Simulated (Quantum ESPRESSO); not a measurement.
Runs of Quantum ESPRESSO 7.5 on WS2. Symmetry: R3m, No. 160, trigonal system. Conventional cell: a = 3.158 Å, b = 3.158 Å, c = 18.490 Å, α = 90.00°, β = 90.00°, γ = 120.00°. W (site symmetry 3m) has 6 S at 2.39 to 2.42 Å as nearest neighbours. S (site symmetry 3m) is surrounded by 3 W at 2.42 Å. S (site symmetry 3m) is surrounded by 3 W at 2.39 Å. Measurements of this composition are mostly on another form, of space group No. 194.

| level | U | mixing beta | gap on the mesh (eV) | pressure (GPa) | largest force (eV/Å) |
| --- | --- | --- | --- | --- | --- |
| PBEsol+U | W d U = 5 eV | 0.3 | 1.18 | 0.1 | 0.61 |
| PBEsol+U | W d U = 1 eV | 0.3 | 1.04 | -0.3 | 0.60 |
| PBEsol | - | 0.5 | 1.02 | -0.4 | 0.60 |
| PBEsol+U | W d U = 2 eV | 0.3 | 1.06 | -0.3 | 0.61 |
| PBEsol+U | W d U = 6 eV | 0.3 | 1.25 | (b) | 0.61 |
| PBEsol+U | W d U = 4 eV | 0.3 | (a) | (c) | 0.61 |
| PBEsol+U | W d U = 8 eV | 0.3 | 1.14 | 1.5 | 0.63 |
| PBEsol+U | W d U = 3 eV | 0.3 | 1.09 | -0.1 | 0.61 |

Alike in all rows: task single point; potentials or basis GBRV 1.5 PBEsol; no spin polarisation; cell as given; k mesh 10 × 10 × 10; cutoff (eV) 762; smearing fermi-dirac 0.05 eV.

Fill in the values left out.

(a) 1.13; (b) 0.4; (c) 0.0.

Caveats: spin-orbit coupling is left out, which moves the levels of the heavy elements.

A k mesh can miss the band edges, and the runs leave out spin-orbit coupling on W.
